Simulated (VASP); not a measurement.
# GdO (F-43m) in VASP: a series of runs

One crystal, GdO, is run at these levels: PBEsol+U; tasks: single point.

All numbers are computed with VASP 6.6.1; they aren't measurements. Logs are shortened: lines on timing, memory, paths and dates and some standing lists are left out, and cuts for length are marked.

## 1. The structure

The structure is cubic, space group F-43m (No. 216). Conventional cell: a = 5.400 Å, b = 5.400 Å, c = 5.400 Å, α = 90.00°, β = 90.00°, γ = 90.00°. Gd (site symmetry -43m) is surrounded by 4 O at 2.34 Å. Around O (site symmetry -43m) lie 4 Gd at 2.34 Å.

The cell comes from a database or a generator and needn't be the stable form of this composition.

## 2. Single point, PBEsol+U, collinear spin, typed start

Contents of INCAR:

```
SYSTEM = GdO
PREC = Accurate
ENCUT = 520
EDIFF = 1E-7
ISMEAR = 0
SIGMA = 0.05
LREAL = .FALSE.
LASPH = .TRUE.
NELM = 150
ALGO = Normal
ISIF = 2
LWAVE = .FALSE.
LCHARG = .FALSE.
ISPIN = 2
MAGMOM = 7 0
LORBIT = 11
LMAXMIX = 6
LDAU = .TRUE.
LDAUTYPE = 2
LDAUL = 3 -1
LDAUU = 8 0
LDAUJ = 0 0
LDAUPRINT = 1
GGA = PS
NBANDS = 23
```

Contents of KPOINTS:

```
Automatic mesh
0
G
  6 6 6
  0 0 0
```

Contents of POSCAR:

```
GdO
1.0
    0.0000000000      2.7000000000      2.7000000000
    2.7000000000      0.0000000000      2.7000000000
    2.7000000000      2.7000000000      0.0000000000
Gd O
1 1
Direct
    0.0000000000      0.0000000000      0.0000000000
    0.2500000000      0.2500000000      0.2500000000
```

Potentials or basis: VASP PAW PBE potentials, release 64 (Gd, O).

Command:

```console
$ cat potpaw_PBE.64/Gd/POTCAR potpaw_PBE.64/O/POTCAR > POTCAR
$ mpirun -np 1 vasp_std > vasp.out
```

OUTCAR:

```text
SYSTEM = GdO
   PREC = Accurate
   ENCUT = 520
   EDIFF = 1E-7
   ISMEAR = 0
   LREAL = .FALSE.
   LASPH = .TRUE.
   NELM = 150
   ISIF = 2
   ISPIN = 2
   LORBIT = 11
   GGA = PS

 ion  position               nearest neighbor table
   1  0.000  0.000  0.000-   2 2.34   2 2.34   2 2.34   2 2.34
   2  0.250  0.250  0.250-   1 2.34   1 2.34   1 2.34   1 2.34

  LATTYP: Found a face centered cubic cell.
 ALAT       =     5.4000000000

  Lattice vectors:

 A1 = (   0.0000000000,   2.7000000000,   2.7000000000)
 A2 = (   2.7000000000,   0.0000000000,   2.7000000000)
 A3 = (   2.7000000000,   2.7000000000,   0.0000000000)

Analysis of symmetry for initial positions (statically):
=====================================================================
 Subroutine PRICEL returns:
 Original cell was already a primitive cell.

 Routine SETGRP: Setting up the symmetry group for a
 face centered cubic supercell.

 Subroutine GETGRP returns: Found 24 space group operations
 (whereof 24 operations were pure point group operations)
 out of a pool of 48 trial point group operations.

The static configuration has the point symmetry T_d .

Analysis of symmetry for dynamics (positions and initial velocities):
=====================================================================
 Subroutine PRICEL returns:
 Original cell was already a primitive cell.

 Routine SETGRP: Setting up the symmetry group for a
 face centered cubic supercell.

 Subroutine GETGRP returns: Found 24 space group operations
 (whereof 24 operations were pure point group operations)
 out of a pool of 48 trial point group operations.

The dynamic configuration has the point symmetry T_d .

Analysis of structural, dynamic, and magnetic symmetry:
=====================================================================
 Subroutine PRICEL returns:
 Original cell was already a primitive cell.

 Routine SETGRP: Setting up the symmetry group for a
 face centered cubic supercell.

 Subroutine GETGRP returns: Found 24 space group operations
 (whereof 24 operations were pure point group operations)
 out of a pool of 48 trial point group operations.

The overall configuration has the point symmetry T_d .

 Subroutine INISYM returns: Found 24 space group operations
 (whereof 24 operations are pure point group operations),
 and found     1 'primitive' translations

----------------------------------------------------------------------------------------

                                     Primitive cell

  volume of cell :      39.3660

  direct lattice vectors                    reciprocal lattice vectors
     0.000000000  2.700000000  2.700000000    -0.185185185  0.185185185  0.185185185
[... 113 lines left out ...]
 Gauss-broadening in eV      SIGMA  =   0.05
  energy-cutoff  :      520.00
  volume of cell :       39.37
 maximum number of plane-waves:      1068
   NGX = 15   NGY = 15   NGZ = 15

atom =   1  type =  1  l = 3

 onsite density matrix

spin component  1

  0.9924  0.0000 -0.0001  0.0000 -0.0000 -0.0000  0.0000
  0.0000  0.9992 -0.0000 -0.0000  0.0000 -0.0000 -0.0000
 -0.0001 -0.0000  0.9924 -0.0000  0.0000 -0.0000  0.0000
  0.0000 -0.0000 -0.0000  0.9923 -0.0000  0.0000 -0.0000
 -0.0000  0.0000  0.0000 -0.0000  0.9924  0.0000  0.0001
 -0.0000 -0.0000 -0.0000  0.0000  0.0000  0.9925  0.0000
  0.0000 -0.0000  0.0000 -0.0000  0.0001  0.0000  0.9924

spin component  2

  0.0029  0.0000 -0.0001  0.0000 -0.0000  0.0000  0.0000
  0.0000  0.0086 -0.0000 -0.0000  0.0000  0.0000 -0.0000
 -0.0001 -0.0000  0.0030 -0.0000 -0.0000 -0.0000 -0.0000
  0.0000 -0.0000 -0.0000  0.0029 -0.0000 -0.0000  0.0000
 -0.0000  0.0000 -0.0000 -0.0000  0.0030  0.0000  0.0001
  0.0000  0.0000 -0.0000 -0.0000  0.0000  0.0030 -0.0000
  0.0000 -0.0000 -0.0000  0.0000  0.0001 -0.0000  0.0029

 occupancies and eigenvectors

  o =  0.0029  v =  0.0000  0.0000  0.0000  0.0000  0.0000  0.0000  0.0000  0.7905 -0.0000  0.6123  0.0002  0.0074  0.0000 -0.0096      0.0000  0.0000  0.0000  0.0000  0.0000  0.0000  0.0000  0.0000  0.0000  0.0000  0.0000  0.0000  0.0000  0.0000
  o =  0.0029  v =  0.0000  0.0000  0.0000  0.0000  0.0000  0.0000  0.0000  0.0096  0.0000  0.0074 -0.0001 -0.6123 -0.0000  0.7905      0.0000  0.0000  0.0000  0.0000  0.0000  0.0000  0.0000  0.0000  0.0000  0.0000  0.0000  0.0000  0.0000  0.0000
  o =  0.0029  v =  0.0000  0.0000  0.0000  0.0000  0.0000  0.0000  0.0000 -0.0001  0.0000 -0.0001  1.0000 -0.0001  0.0000  0.0001      0.0000  0.0000  0.0000  0.0000  0.0000  0.0000  0.0000  0.0000  0.0000  0.0000  0.0000  0.0000  0.0000  0.0000
  o =  0.0030  v =  0.0000  0.0000  0.0000  0.0000  0.0000  0.0000  0.0000  0.0021 -0.0000 -0.0027 -0.0000 -0.7906 -0.0003 -0.6124      0.0000  0.0000  0.0000  0.0000  0.0000  0.0000  0.0000  0.0000  0.0000  0.0000  0.0000  0.0000  0.0000  0.0000
  o =  0.0030  v =  0.0000  0.0000  0.0000  0.0000  0.0000  0.0000  0.0000 -0.6124  0.0000  0.7906 -0.0000 -0.0027  0.0006 -0.0021      0.0000  0.0000  0.0000  0.0000  0.0000  0.0000  0.0000  0.0000  0.0000  0.0000  0.0000  0.0000  0.0000  0.0000
  o =  0.0030  v =  0.0000  0.0000  0.0000  0.0000  0.0000  0.0000  0.0000 -0.0004  0.0000  0.0005  0.0000  0.0002 -1.0000  0.0002      0.0000  0.0000  0.0000  0.0000  0.0000  0.0000  0.0000  0.0000  0.0000  0.0000  0.0000  0.0000  0.0000  0.0000
  o =  0.0086  v =  0.0000  0.0000  0.0000  0.0000  0.0000  0.0000  0.0000 -0.0000 -1.0000 -0.0000  0.0000 -0.0000 -0.0000  0.0000      0.0000  0.0000  0.0000  0.0000  0.0000  0.0000  0.0000  0.0000  0.0000  0.0000  0.0000  0.0000  0.0000  0.0000
  o =  0.9923  v =  0.0000  0.0000  0.0000  0.9989 -0.0292 -0.0000  0.0377  0.0000  0.0000  0.0000  0.0000  0.0000  0.0000  0.0000      0.0000  0.0000  0.0000  0.0000  0.0000  0.0000  0.0000  0.0000  0.0000  0.0000  0.0000  0.0000  0.0000  0.0000
  o =  0.9923  v = -0.7906  0.0000 -0.6124  0.0000 -0.0000 -0.0000  0.0000  0.0000  0.0000  0.0000  0.0000  0.0000  0.0000  0.0000      0.0000  0.0000  0.0000  0.0000  0.0000  0.0000  0.0000  0.0000  0.0000  0.0000  0.0000  0.0000  0.0000  0.0000
  o =  0.9923  v =  0.0000 -0.0000  0.0000 -0.0477 -0.6117 -0.0000  0.7897  0.0000  0.0000  0.0000  0.0000  0.0000  0.0000  0.0000      0.0000  0.0000  0.0000  0.0000  0.0000  0.0000  0.0000  0.0000  0.0000  0.0000  0.0000  0.0000  0.0000  0.0000
  o =  0.9925  v =  0.0000  0.0000 -0.0000  0.0000  0.0162  0.9998  0.0125  0.0000  0.0000  0.0000  0.0000  0.0000  0.0000  0.0000      0.0000  0.0000  0.0000  0.0000  0.0000  0.0000  0.0000  0.0000  0.0000  0.0000  0.0000  0.0000  0.0000  0.0000
  o =  0.9925  v = -0.6124 -0.0000  0.7906 -0.0000  0.0000  0.0000 -0.0000  0.0000  0.0000  0.0000  0.0000  0.0000  0.0000  0.0000      0.0000  0.0000  0.0000  0.0000  0.0000  0.0000  0.0000  0.0000  0.0000  0.0000  0.0000  0.0000  0.0000  0.0000
  o =  0.9925  v =  0.0000  0.0000  0.0000  0.0000  0.7904 -0.0204  0.6122  0.0000  0.0000  0.0000  0.0000  0.0000  0.0000  0.0000      0.0000  0.0000  0.0000  0.0000  0.0000  0.0000  0.0000  0.0000  0.0000  0.0000  0.0000  0.0000  0.0000  0.0000
  o =  0.9992  v =  0.0000 -1.0000 -0.0000  0.0000  0.0000  0.0000  0.0000  0.0000  0.0000  0.0000  0.0000  0.0000  0.0000  0.0000      0.0000  0.0000  0.0000  0.0000  0.0000  0.0000  0.0000  0.0000  0.0000  0.0000  0.0000  0.0000  0.0000  0.0000

 number of electron      23.9999990 magnetization       7.9166814

 Free energy of the ion-electron system (eV)
  ---------------------------------------------------
  ext. energy  EPLUGINS =         0.00000000
  ---------------------------------------------------
  free energy    TOTEN  =       -22.23525253 eV

  energy without entropy =      -22.23379373  energy(sigma->0) =      -22.23452313

 E-fermi :   3.8890     XC(G=0): -10.2820

 val. band max:        3.8452521338   @ k =   0.3333   0.1667   0.0000
 cond. band min:       4.0028143778   @ k =   0.5000   0.0000   0.0000
 fundamental gap:      0.1575622440
 Fermi energy:         3.8890114426

 spin component 1

 k-point     1 :       0.0000    0.0000    0.0000
  band No.  band energies     occupation
      1     -41.9346      1.00000
      2     -19.1378      1.00000
      3     -19.1378      1.00000
      4     -19.1378      1.00000
      5     -15.3856      1.00000
      6      -5.4151      1.00000
[... 405 lines left out ...]
     22      11.7277      0.00000
     23      13.4339      0.00000
 Fermi energy:         3.8890114426

 spin component 2

 k-point     1 :       0.0000    0.0000    0.0000
  band No.  band energies     occupation
      1     -38.6842      1.00000
      2     -16.7327      1.00000
      3     -16.7327      1.00000
      4     -16.7327      1.00000
      5     -15.2581      1.00000
      6      -1.5294      1.00000
[... 405 lines left out ...]
     22      13.3334      0.00000
     23      14.8148      0.00000

------------------------ aborting loop because EDIFF is reached ----------------------------------------

  FORCE on cell =-STRESS in cart. coord.  units (eV):
  Direction    XX          YY          ZZ          XY          YZ          ZX
  --------------------------------------------------------------------------------------
  -------------------------------------------------------------------------------------
  Total       -0.8895034     -0.8895034     -0.8895034     -0.0000000     -0.0000000      0.0000000
  in kB      -36.2023610    -36.2023610    -36.2023610     -0.0000000     -0.0000000      0.0000000
  external PRESSURE =     -36.2023610 kB  Pullay stress =       0.0000000 kB

 VOLUME and BASIS-vectors are now :
 -----------------------------------------------------------------------------
  energy-cutoff  :      520.00
  volume of cell :       39.37
      direct lattice vectors                 reciprocal lattice vectors
     0.000000000  2.700000000  2.700000000    -0.185185185  0.185185185  0.185185185
     2.700000000  0.000000000  2.700000000     0.185185185 -0.185185185  0.185185185
     2.700000000  2.700000000  0.000000000     0.185185185  0.185185185 -0.185185185

 POSITION                                       TOTAL-FORCE (eV/Angst)
 -----------------------------------------------------------------------------------
      0.00000      0.00000      0.00000         0.000000     -0.000000     -0.000000
      1.35000      1.35000      1.35000        -0.000000      0.000000      0.000000
 -----------------------------------------------------------------------------------
    total drift:                                0.000000      0.000000      0.000000

  FREE ENERGIE OF THE ION-ELECTRON SYSTEM (eV)
  ---------------------------------------------------
  free  energy   TOTEN  =       -22.2352525290 eV

  energy  without entropy=      -22.2337937338  energy(sigma->0) =      -22.23452313

 total charge

# of ion       s       p       d       f       tot
--------------------------------------------------
    1        2.033   5.624   0.514   6.973  15.144
    2        1.563   3.417   0.000   0.000   4.980
--------------------------------------------------
tot          3.596   9.040   0.514   6.973  20.123

 magnetization (x)

# of ion       s       p       d       f       tot
--------------------------------------------------
    1        0.007  -0.048   0.205   6.922   7.085
    2        0.004  -0.011   0.000   0.000  -0.008
--------------------------------------------------
tot          0.010  -0.059   0.205   6.922   7.078
```

Run time: 44 s. Hardware: 1 thread of Intel Xeon Platinum 8488C (Sapphire Rapids), shared host; peak memory 0.19 GiB.

What came out:

```
Free energy                                           : -22.2353 eV
Pressure                                              : -3.6 GPa
Band gap on the k mesh                                : none (metal or under the smearing width)
Net moment                                            : 7.92 μB per cell
Site moments                                          : Gd +7.08; O -0.01 μB
Valence electrons inside the program's atomic spheres : Gd 15.14; O 4.98
```

Eigenvalues of the final occupation matrices:
```tsv
site	spin	trace	eigenvalues
site 1 f	1	6.95	0.99 0.99 0.99 0.99 0.99 0.99 1.00
site 1 f	2	0.03	0.00 0.00 0.00 0.00 0.00 0.00 0.01
```

Caveat: the PAW data sets were made with another functional, which shifts forces and pressure a little; spin-orbit coupling is left out, which moves the levels of the heavy elements; a cell with one magnetic atom can't hold antiferromagnetic order, which such compounds often take. The state reached can hang on the start; a lower one may exist.

## 3. Single point, PBEsol+U, collinear spin, twin_end start

Contents of INCAR:

```
SYSTEM = GdO
  PREC = Accurate
  ENCUT = 520
  EDIFF = 1E-7
  ISMEAR = 0
  SIGMA = 0.05
  LREAL = .False.
  LASPH = .True.
  NELM = 150
  ALGO = Normal
  ISIF = 2
  LWAVE = .False.
  LCHARG = .False.
  ISPIN = 2
  MAGMOM = 7.72 0.01
  LORBIT = 11
  LMAXMIX = 6
  LDAU = .True.
  LDAUTYPE = 2
  LDAUL = 3 -1
  LDAUU = 8 0
  LDAUJ = 0 0
  LDAUPRINT = 1
  GGA = PS
  NBANDS = 23
```

Contents of KPOINTS:

```
Automatic mesh
0
Gamma
  6 6 6
  0 0 0
```

POSCAR is that of step 2.

Potentials or basis: VASP PAW PBE potentials, release 64 (Gd, O).

Command:

```console
$ cat potpaw_PBE.64/Gd/POTCAR potpaw_PBE.64/O/POTCAR > POTCAR
$ mpirun -np 1 vasp_std > vasp.out
```

It took 38 s on 1 thread of Intel Xeon Platinum 8488C (Sapphire Rapids), shared host; peak memory 0.19 GiB.

It converged, with:

- Free energy: -22.2353 eV
- Pressure: -3.6 GPa
- Band gap on the k mesh: none (metal or under the smearing width)
- Net moment: 7.92 μB per cell
- Site moments: Gd +7.08; O -0.01 μB
- Valence electrons inside the program's atomic spheres: Gd 15.14; O 4.98

Levels at points of the mesh, in eV from the Fermi level:
Spin up:
| k point | band 14 | band 15 | band 16 | band 17 | band 18 | band 19 |
| --- | --- | --- | --- | --- | --- | --- |
| (0.00, 0.00, 0.00) | -5.59 | -5.59 | -2.42 | 2.43 | 2.43 | 4.38 |
| (0.50, 0.00, 0.00) | -5.18 | -5.18 | 0.11 | 2.31 | 2.31 | 2.79 |
| (0.50, 0.50, 0.00) | -4.44 | -4.44 | -0.95 | 0.92 | 4.00 | 4.47 |
Spin down:
| k point | band 6 | band 7 | band 8 | band 9 | band 10 | band 11 |
| --- | --- | --- | --- | --- | --- | --- |
| (0.00, 0.00, 0.00) | -5.42 | -5.42 | -5.42 | -1.02 | 3.60 | 3.60 |
| (0.50, 0.00, 0.00) | -5.02 | -5.02 | -4.99 | 1.55 | 3.02 | 3.17 |
| (0.50, 0.50, 0.00) | -5.96 | -4.30 | -4.30 | 0.96 | 1.54 | 3.83 |

Eigenvalues of the final occupation matrices:
| site | spin | trace | eigenvalues |
| --- | --- | --- | --- |
| site 1 f | 1 | 6.95 | 0.99 0.99 0.99 0.99 0.99 0.99 1.00 |
| site 1 f | 2 | 0.03 | 0.00 0.00 0.00 0.00 0.00 0.00 0.01 |

Caveat: the PAW data sets were made with another functional, which shifts forces and pressure a little; spin-orbit coupling is left out, which moves the levels of the heavy elements; a cell with one magnetic atom can't hold antiferromagnetic order, which such compounds often take.
